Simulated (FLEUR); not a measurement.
SnSe2 under changes of volume

One of the cells (25.726 Å³/atom); the others are scaled copies at fixed shape and fractional positions:

```
Sn Se
1.0
     3.81100    0.00000    0.00000
    -1.90550    3.30042    0.00000
     0.00000    0.00000    6.13600
Sn Se
1 2
Direct
  0.00000 0.00000 0.00000
  0.66667 0.33333 0.75100
  0.33333 0.66667 0.24900
```

* Program: FLEUR MaX-R8.1 (later development tree)
* Functional: LDA
* Potentials or basis: all-electron
* Basis: FLAPW
* Kmax: 4.43 1/bohr
* k mesh: 8 × 8 × 5
* Occupations: fermi-dirac, width 0.05 eV
* Spin: no spin polarisation

| volume (Å³/atom) | energy over the lowest point (meV/atom) | gap on the mesh (eV) |
| --- | --- | --- |
| 24.182 | 30.94 | 0.75 |
| 24.697 | 14.93 | 0.73 |
| 25.726 | 0.00 | 0.68 |
| 26.755 | ? | ? |
| 27.270 | 11.57 | 0.59 |

Problem. What does the run at 26.755 Å³/atom give?

Solution. Energy over the lowest point 3.83 meV/atom; gap on the mesh 0.62 eV.

Worked out: A Birch-Murnaghan fit of order 2 (a polynomial in V^(-2/3)) to the other rows has its minimum at 26.01 Å³/atom with B0 = V·E''(V) = 70 GPa at fixed shape and positions, which overstates the stiffness. It gives 3.71 meV/atom at 26.755 Å³/atom, against the run's 3.83. A straight line through the other rows of the gap, of slope -1.34 eV per unit of ln V, gives 0.62 eV, against the run's 0.62.

Energies are extrapolated to zero smearing.

Caveats: spin-orbit coupling is left out, which moves the levels of the heavy elements; an odd mesh through Γ misses points on the zone boundary, where band edges often lie.
